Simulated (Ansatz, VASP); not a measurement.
## CdS in VASP and in Ansatz

```
Cd S
1.0
     0.00000    2.95996    2.95996
     2.95996    0.00000    2.95996
     2.95996    2.95996    0.00000
Cd S
1 1
Direct
  0.00000 0.00000 0.00000
  0.75000 0.75000 0.75000
```

Alike in both runs: task single point; functional PBEsol; k mesh 8 × 8 × 8; occupations gaussian, width 0.02 eV; no spin polarisation.

|  | VASP | Ansatz |
| --- | --- | --- |
| version | VASP 6.6.1 | Ansatz 0.2.0 |
| potentials or method | VASP PAW PBE potentials, release 64 (Cd, S) | scalar-relativistic, plane waves, PAW |
| plane-wave cutoff (eV) | 520 | 420 |
| valence electrons in the cell | 18 | 26 |

Ansatz gave:

* gap on the k mesh at the Fermi level (eV): 0.91
* least direct gap on the mesh (eV): 0.91
* pressure (GPa): -2.7

Q: Estimate VASP's values.

A: gap on the k mesh at the Fermi level (eV): 0.91; least direct gap on the mesh (eV): 0.91; pressure (GPa): -2.4.

The two sets of potentials don't hold the same shells in valence.

Caveats: the PAW data sets were made with another functional, which shifts forces and pressure a little (VASP).
